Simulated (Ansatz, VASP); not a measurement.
## Cross-check of ZnO (zincite) between VASP and Ansatz

One calculation is typed for both programs; each brings its own data sets and cutoff. How far apart do they land?

Program: Ansatz 0.2.0. Level of theory: plane waves, with VASP 6.6.1 beside it; single point at PBE and single point at LDA. Results are calculated unless marked as measured.

**1. The starting structure**

It takes space group P6_3mc (No. 186, hexagonal). The conventional cell has a = 3.249 Å, b = 3.249 Å, c = 5.206 Å, α = 90.00°, β = 90.00°, γ = 120.00°. Nearest to Zn lie 4 O at 1.97 to 1.98 Å. Nearest to O lie 4 Zn at 1.97 to 1.98 Å. Farther neighbours and most contacts between anions are not listed.

Coordinates:

```cif
data_structure
_symmetry_space_group_name_H-M 'P6_3mc'
_symmetry_Int_Tables_number 186
_cell_length_a 3.2493
_cell_length_b 3.2493
_cell_length_c 5.2057
_cell_angle_alpha 90.000
_cell_angle_beta 90.000
_cell_angle_gamma 120.000
_cell_volume 47.60
loop_
_atom_site_label
_atom_site_type_symbol
_atom_site_symmetry_multiplicity
_atom_site_Wyckoff_symbol
_atom_site_fract_x
_atom_site_fract_y
_atom_site_fract_z
_atom_site_occupancy
Zn1 Zn 2 b 0.66667 0.33333 0.00000 1
O1 O 2 b 0.33333 0.66667 0.87901 1
```

**2. VASP: single point, PBE**

A single point gives forces, pressure and levels at one fixed geometry, so differences don't come from the geometry; what else differs is listed under the comparison.

Lines of VASP's logs that name or quote its potential files are left out, and so is its time.

INCAR reads:

```
SYSTEM = ZnO
PREC = Accurate
ENCUT = 520
EDIFF = 1E-07
NELM = 100
ISMEAR = 0
SIGMA = 0.05
LREAL = .FALSE.
ALGO = Normal
GGA = PE
NBANDS = 24
LORBIT = 11
LWAVE = .FALSE.
LCHARG = .FALSE.
KPAR = 4
```

POSCAR reads:

```
ZnO
1.0
    3.2493080000      0.0000000000      0.0000000000
   -1.6246540000      2.8139832727      0.0000000000
    0.0000000000      0.0000000000      5.2057090000
Zn O
2 2
Direct
    0.6666666667      0.3333333333      0.0000000000
    0.3333333333      0.6666666667      0.5000000000
    0.3333333333      0.6666666667      0.8790100000
    0.6666666667      0.3333333333      0.3790100000
```

KPOINTS reads:

```
Automatic mesh
0
Gamma
8 8 5
0 0 0
```

Potentials, in the order of the species: Zn and O (PBE family, release 64).

The run is started by

```bash
$ mpirun -np 4 vasp_std
```

Numbers of over 12 decimals in the logs are rounded to 6 here.

The log of the run:

```text
[banner, memory and clock lines left out]
running    4 mpi-ranks, on    1 nodes
 distrk:  each k-point on    1 cores,    4 groups
 distr:  one band on    1 cores,    1 groups

 POSCAR found type information on POSCAR ZnO
 POSCAR found :  2 types and       4 ions
 LDA part: xc-table for (Slater+PW92), standard interpolation
 POSCAR, INCAR and KPOINTS ok, starting setup
 FFT: planning ... GRIDC
 FFT: planning ... GRID_SOFT
 FFT: planning ... GRID
 WAVECAR not read
 entering main loop
       N       E                     dE             d eps       ncg     rms          rms(c)
DAV:   1     0.280790338803E+03    0.28079E+03   -0.18695E+04  1464   0.219E+03
DAV:   2     0.658407105116E+01   -0.27421E+03   -0.26080E+03  1568   0.422E+02
DAV:   3    -0.206439255831E+02   -0.27228E+02   -0.27007E+02  1616   0.139E+02
DAV:   4    -0.210618370989E+02   -0.41791E+00   -0.41766E+00  1688   0.183E+01
DAV:   5    -0.210643542348E+02   -0.25171E-02   -0.25171E-02  1640   0.136E+00    0.147E+01
DAV:   6    -0.176703757714E+02    0.33940E+01   -0.90311E+00  2496   0.666E+01    0.905E+00
DAV:   7    -0.178517455153E+02   -0.18137E+00   -0.27202E+00  1480   0.182E+01    0.537E+00
DAV:   8    -0.178663707980E+02   -0.14625E-01   -0.60589E-01  2176   0.780E+00    0.166E+00
DAV:   9    -0.178145217654E+02    0.51849E-01   -0.12586E-01  2200   0.665E+00    0.311E-01
DAV:  10    -0.178175029728E+02   -0.29812E-02   -0.43961E-02  1472   0.146E+00    0.144E-01
DAV:  11    -0.178174992626E+02    0.37102E-05   -0.97114E-04  1984   0.339E-01    0.293E-02
DAV:  12    -0.178175538225E+02   -0.54560E-04   -0.77639E-05  1664   0.105E-01    0.304E-02
DAV:  13    -0.178175495651E+02    0.42574E-05   -0.20122E-05  1928   0.897E-02    0.111E-02
DAV:  14    -0.178175485279E+02    0.10372E-05   -0.89536E-06  1704   0.358E-02    0.390E-03
DAV:  15    -0.178175480784E+02    0.44945E-06   -0.12249E-06  1920   0.109E-02    0.112E-03
DAV:  16    -0.178175480263E+02    0.52096E-07   -0.13041E-07   912   0.333E-03
   1 F= -.17817548E+02 E0= -.17817548E+02  d E =-.575350E-16
```

From OUTCAR (step 2):

```text
ion  position               nearest neighbor table
   1  0.667  0.333  0.000-   4 1.97   3 1.98   3 1.98   3 1.98
   2  0.333  0.667  0.500-   3 1.97   4 1.98   4 1.98   4 1.98
   3  0.333  0.667  0.879-   2 1.97   1 1.98   1 1.98   1 1.98
   4  0.667  0.333  0.379-   1 1.97   2 1.98   2 1.98   2 1.98

  LATTYP: Found a hexagonal cell.
 ALAT       =     3.2493080000
 C/A-ratio  =     1.6020977390

 Subroutine GETGRP returns: Found 12 space group operations
 (whereof  6 operations were pure point group operations)

The static configuration has the point symmetry C_3v.
 The point group associated with its full space group is C_6v.

 Found     30 irreducible k-points:

   k-points           NKPTS =     30   k-points in BZ     NKDIM =     30   number of bands    NBANDS=     24

   dimension x,y,z NGX =    24 NGY =   24 NGZ =   40
   dimension x,y,z NGXF=    48 NGYF=   48 NGZF=   80

   ENCUT  =  520.0 eV  38.22 Ry    6.18 a.u.   6.04  6.04  9.68*2*pi/ulx,y,z

   NELECT =      36.0000    total number of electrons

 k-points in reciprocal lattice and weights: Automatic mesh
   0.00000000  0.00000000  0.00000000       0.003
   0.12500000  0.00000000  0.00000000       0.019
   0.25000000  0.00000000  0.00000000       0.019
   0.37500000  0.00000000  0.00000000       0.019
   0.50000000  0.00000000  0.00000000       0.009
   0.12500000  0.12500000  0.00000000       0.019
   0.25000000  0.12500000  0.00000000       0.038
   0.37500000  0.12500000  0.00000000       0.038
   0.25000000  0.25000000  0.00000000       0.019
[...]
0.25000000  0.25000000  0.40000000       0.038
   0.37500000  0.25000000  0.40000000       0.038

 average (electrostatic) potential at core
       1 -35.8009       2 -35.8009       3 -73.1443       4 -73.1443

 E-fermi :   1.4705

 k-point     1 :       0.0000    0.0000    0.0000
  band No.  band energies     occupation
    ...
     14       0.3909      2.00000
     15       0.3909      2.00000
     16       1.1317      2.00000
     17       1.2024      2.00000
     18       1.2024      2.00000
     19       1.9906      0.00000
     20       6.4098      0.00000
     21       9.4642      0.00000
     22      14.0483      0.00000
     23      14.0483      0.00000
    ...

 k-point     2 :       0.1250    0.0000    0.0000
  band No.  band energies     occupation
    ...
     14      -0.1563      2.00000
     15       0.1860      2.00000
     16       0.4016      2.00000
     17       1.0262      2.00000
     18       1.0935      2.00000
     19       3.0019      0.00000
     20       7.0294      0.00000
     21       9.4533      0.00000
     22      12.6557      0.00000
     23      14.1997      0.00000
    ...

 k-point     3 :       0.2500    0.0000    0.0000
  band No.  band energies     occupation
    ...
     14      -1.2930      2.00000
     15      -0.5052      2.00000
     16      -0.3101      2.00000
     17       0.7038      2.00000
     18       0.8135      2.00000
     19       4.4618      0.00000
     20       8.2251      0.00000
     21       9.3774      0.00000
     22      10.8199      0.00000
     23      12.8234      0.00000
    ...

  Total        1.6269213      1.6269213      2.1547827      0.0000000      0.0000000      0.0000000
  in kB       54.7626988     54.7626988     72.5306861      0.0000000      0.0000000      0.0000000
  external PRESSURE =      60.6853613 kB  Pullay stress =       0.0000000 kB

  energy-cutoff  :      520.00
  volume of cell :       47.60
      direct lattice vectors                 reciprocal lattice vectors
     3.249308000  0.000000000  0.000000000     0.307757836  0.177684070  0.000000000
    -1.624654000  2.813983273  0.000000000     0.000000000  0.355368139  0.000000000
     0.000000000  0.000000000  5.205709000     0.000000000  0.000000000  0.192096792

 POSITION                                       TOTAL-FORCE (eV/Angst)
 -----------------------------------------------------------------------------------
      1.62465      0.93799      0.00000        -0.000000      0.000000     -0.075020
     -0.00000      1.87599      2.60285         0.000000      0.000000     -0.075020
     -0.00000      1.87599      4.57587        -0.000000      0.000000      0.075020
      1.62465      0.93799      1.97302         0.000000      0.000000      0.075020
 -----------------------------------------------------------------------------------
    total drift:                               -0.000000     -0.000000     -0.000171

  FREE ENERGIE OF THE ION-ELECTRON SYSTEM (eV)
  ---------------------------------------------------
  free  energy   TOTEN  =       -17.8175480263 eV

  energy  without entropy=      -17.8175480263  energy(sigma->0) =      -17.81754803

 total charge
# of ion       s       p       d       tot
------------------------------------------
    1        0.457   0.488   9.904  10.850
    2        0.457   0.488   9.904  10.850
    3        1.550   3.459   0.000   5.009
    4        1.550   3.459   0.000   5.009
--------------------------------------------------
tot          4.014   7.895  19.808  31.717

[... 3 further parts left out ...]
```

The run ends at a pressure of 6.07 GPa, with forces up to 0.075 eV/Å.

**3. Ansatz: single point, PBE**

Ansatz runs on its default PAW (the set named soft_2) files.

The same cell, functional, mesh and smearing now go to Ansatz, which takes its cutoff from its data sets.

input.yaml reads:

```yaml
crystal:
  lattice:
    - [3.249308, 0.0, 0.0]
    - [-1.624654, 2.8139832727, 0.0]
    - [0.0, 0.0, 5.205709]
  atoms:
    - { symbol: Zn, position: [0.6666666667, 0.3333333333, 0.0] }
    - { symbol: Zn, position: [0.3333333333, 0.6666666667, 0.5] }
    - { symbol: O, position: [0.3333333333, 0.6666666667, 0.87901] }
    - { symbol: O, position: [0.6666666667, 0.3333333333, 0.37901] }
hamiltonian:
  xc: pbe
  pseudopotentials: { kind: paw }
kpoints:
  mp_grid: { grid: [8, 8, 5] }
scf:
  occupations: { method: gaussian, width: 0.05 }
  n_extra_bands: 5
output:
  forces: true
  stress: true
  eigenvalues: true
```

The run is started by

```bash
$ ansatz run input.yaml --threads 2 --pin off --max-ram 4608MiB --backend cpu --events-out ev --progress --plain --runs-dir out
```

The log of the run:

```text
scf.n_extra_bands = 5 over 18 filled bands (N_el = 36.0): the run solves 23 bands
Engine: ansatz 0.2.0, aarch64-unknown-linux-gnu
Pseudopotentials: kind: paw
Pseudopotential: Zn, paw, valence charge 12, recommended cutoff 420 eV (normal), Zn.paw.azcp
Pseudopotential: O, paw, valence charge 6, recommended cutoff 420 eV (normal), O.paw.azcp
Functional definition: PBE
  parameter kappa = 0.804
  parameter beta = 0.066725
  exchange = pbe_x(kappa = kappa, mu = beta*pi^2/3)
  correlation = pbe_c(beta = beta)
Crystal: 4 atoms, lattice volume = 47.598 Å³
Basis set: ecut = 420 eV, 941 PW (Γ), exchange–correlation on 48×48×72 points (8 copies of the dense FFT grid, shifted against one another)
Bands: 23, of which v1, the nominal top of the filled ones, is band 18 counted from 1 (17 counted from 0)
Symmetry: 12 space group operations
Space group: P63mc (ITA 186), of the structure as read, at distance tolerance 3.6e-5 Å
k-points: 30 of 320 (time reversal used)
Non-local potential: Zn, projectors of the file, l = 0: 2, l = 1: 2, l = 2: 3, l = 3: 1
Non-local potential: O, projectors of the file, l = 0: 2, l = 1: 2, l = 2: 1
PAW form: soft (Blöchl's): semilocal exchange-correlation on the pseudo side does not see the compensation charge
PAW one-centre angular grid: Zn, 590 points (default); XC on 64 Gauss nodes
PAW one-centre angular grid: O, 110 points (default); XC on 64 Gauss nodes
Initial density: superposition of atomic densities (neutral atoms: chi_scale 0, normalization atom), corrected by the library's trained network
Initial wavefunctions: pseudopotential atomic-orbital guess
Functional: x = pbe(κ = 0.804, μ = 0.219515), c = pbe(β = 0.066725)
SCF iter   1: F=—  HF=-7773.664865 eV  |F-HF|=—  |Δ(HF+E_count)|=         —  Δρ=6.64e-4  dr2=6.41e-5  ethr=1.77e-3  ⟨swp⟩=6.2  Hψ=3161  notcnv=0
preconditioner: auto → Resta (q_TF=auto, 2.604 Å⁻¹)  ε∞=6.8  [insulator: Δε(μ)=0.806 eV  Ē_g=13.435 eV  σ=0.050 eV  W_gap=1.00  n_scr=22 (ndim 8)  ℏωp=32.3 eV  f_vac=0.035  D(μ)=0.00/eV (n_scr^D=0)  ε∞_Penn≈6.8]
SCF iter   2: F=—  HF=-7773.666004 eV  |F-HF|=—  |Δ(HF+E_count)|=   1.14e-3  Δρ=4.03e-4  dr2=2.60e-5  ethr=1.78e-7  ⟨swp⟩=2.9  Hψ=1705  notcnv=0
SCF iter   3: F=—  HF=-7773.666089 eV  |F-HF|=—  |Δ(HF+E_count)|=   8.44e-5  Δρ=2.24e-4  dr2=1.07e-5  ethr=7.24e-8  ⟨swp⟩=2.0  Hψ=1138  notcnv=0
SCF iter   4: F=—  HF=-7773.666129 eV  |F-HF|=—  |Δ(HF+E_count)|=   4.00e-5  Δρ=7.65e-5  dr2=1.98e-6  ethr=2.97e-8  ⟨swp⟩=2.0  Hψ=1198  notcnv=0
SCF iter   5: F=—  HF=-7773.666129 eV  |F-HF|=—  |Δ(HF+E_count)|=   2.36e-7  Δρ=2.26e-5  dr2=1.96e-7  ethr=5.51e-9  ⟨swp⟩=2.1  Hψ=1188  notcnv=0
SCF iter   6: F=-7773.666129 eV  HF=-7773.666129 eV  |F-HF|=8.09e-8  |Δ(HF+E_count)|=   1.70e-7  Δρ=1.10e-5  dr2=2.97e-8  ethr=2.78e-10  ⟨swp⟩=6.6  Hψ=3078  notcnv=0
SCF 1 converged in 6 iterations: F = -7773.666129 eV  dr2 = 2.97e-8
  greatest PAW one-centre occupation: 0.987 electrons in one spin orbital (limit 2), on the Zn atom at site 0 (counted from 0), in its partial waves of l = 2
SCF converged after 6 iterations
Free energy (F): -7773.666129 eV
Harris-Foulkes:  -7773.666129 eV  (|F-HF|=8.09e-8)
Internal energy: -7773.666129 eV  (E = F + TS)
E sigma→0 (E₀):  -7773.666129 eV
Fermi energy:    7.625277 eV
--- Per-component energies (eV) ---
  E_band       = 65.625147
  E_kinetic    = 611.975354
  E_local      = -4003.451584  (includes V_loc(G=0)·N_el)
  E_nonlocal   = 1335.429965
  E_hartree    = 1645.555254
  E_xc         = -420.048671
  E_vxc        = -289.986738  (∫ρ·V_xc dr)
  E_paw        = -3980.535947  (= ΣΔE_a)
  E_vpaw       = -879.459873  (= ΣTr[D̂ρ^β])
  E_aug_tail   = 0.004244  (compensation charges beyond the density's cutoff)
  E_ewald      = -2962.594745
  E_smearing   = -0.000000  (= −TS)
  E_closure    = -0.000000  (closes the sum)
  Σ components = -7773.666129   (vs F -7773.666129, Δ=0.00e0)
--- Forces (eV/Å), atoms counted from 1 ---
  atom   1  Zn    -0.00000000     0.00000000    -0.06989923
  atom   2  Zn     0.00000000    -0.00000000    -0.06989923
  atom   3  O     -0.00000000     0.00000000     0.06989499
  atom   4  O      0.00000000    -0.00000000     0.06989499
  max |Σ_I F_I| component: 8.49e-6 eV/Å
--- Stress (GPa, compression-positive) ---
        4.344886       0.000000      -0.000000
        0.000000       4.344886      -0.000000
        0.000000       0.000000       6.051114
  P = ⅓ Tr σ = 4.9136 GPa (49.136 kbar)
--- Band table (eV; the first three rows and the last of 30) ---
  k-point 0: bands = [... 14 lower, 6.4118, 7.1495, 7.2220, 7.2220, 8.0264, 12.4529, 15.4878, 20.0994, ... 1 higher]
  k-point 1: bands = [... 14 lower, 6.4907, 6.4907, 7.1461, 7.1461, 8.8641, 12.1202, 15.7889, 20.0909, ... 1 higher]
  k-point 2: bands = [... 14 lower, 6.6962, 6.6962, 6.9467, 6.9467, 10.0894, 11.2529, 16.6823, 18.1723, ... 1 higher]
  k-point 29: bands = [... 14 lower, 4.4221, 4.9905, 5.8291, 6.0236, 14.3138, 14.6605, 15.4610, 15.9028, ... 1 higher]
```

It took 2 s on 2 threads of Arm Neoverse V2, shared host; peak memory 0.32 GiB; 3.6 s of CPU time.

In the SCF lines HF is the Harris–Foulkes energy and dr2 the Hartree energy of the density residual, in eV; the loop may stop once dr2 is under the threshold and the program's other checks hold. Hψ counts applications of the Hamiltonian.

The run ends at a pressure of 4.91 GPa, with forces up to 0.070 eV/Å.

**4. Side by side**

Known differences besides the potentials themselves: the cutoff is 420 eV in Ansatz and 520 eV in VASP; VASP leaves aspherical gradient terms in its spheres out (LASPH is not set), Ansatz keeps them. Total energies have different zeros and are not compared.

Compared:

| quantity | Ansatz | VASP | difference |
| --- | --- | --- | --- |
| pressure (GPa) | 4.91 | 6.07 | -1.15 |
| pressure without Ansatz's Pulay correction (GPa) | 4.18 | 6.07 | -1.89 |
| gap on the k mesh (eV) | 0.804 | 0.788 | +0.016 |

Forces (eV/Å; atoms numbered as in POSCAR):

| atom | Ansatz x, y, z | VASP x, y, z |
| --- | --- | --- |
| Zn1 | 0.000, 0.000, -0.070 | 0.000, 0.000, -0.075 |
| Zn2 | 0.000, 0.000, -0.070 | 0.000, 0.000, -0.075 |
| O3 | 0.000, 0.000, 0.070 | 0.000, 0.000, 0.075 |
| O4 | 0.000, 0.000, 0.070 | 0.000, 0.000, 0.075 |

The forces differ by 3.0 meV/Å r.m.s., which is 6.8 % of the r.m.s. force of 0.04 eV/Å (both taken over all components). A gap on the mesh is an upper bound, since the band edges may lie between its points. Ansatz's pressure holds a Pulay correction of 0.74 GPa; VASP's holds none.

**5. What the set-up changes**

Further runs change the set-up of one program: Ansatz's method, potentials or start, or VASP's data sets, cutoff or form of LDA. The table gives Ansatz less VASP for each quantity, since a change that brings one quantity closer may part another.

| run | r.m.s. force difference (meV/Å) | pressure (GPa) | gap on the k mesh (eV) |
| --- | --- | --- | --- |
| as above | 3.0 | -1.2 | 0.016 |
| Ansatz's all-electron LAPW method | 3.1 | -1.3 | 0.033 |
| Ansatz's larger PAW set (cutoff 900 eV) | 3.1 | -1.2 | 0.032 |
| norm-conserving potentials (cutoff 1240 eV) | 2.5 | -1.4 | 0.066 |

(Continued in part 2 of 2.)

[Lines on the potential files, build, host, timing and source positions are cut from VASP's logs without a mark.]

[Logs are printed without paths, hosts, clocks, repeated set-up lines and the standing remarks that a program may print on its own settings, such as how far it seeks lower states.]

[Hosts, paths, dates, database ids (printed as entryN), source tags and the programs' standing remarks are cut or masked in the printed files.]
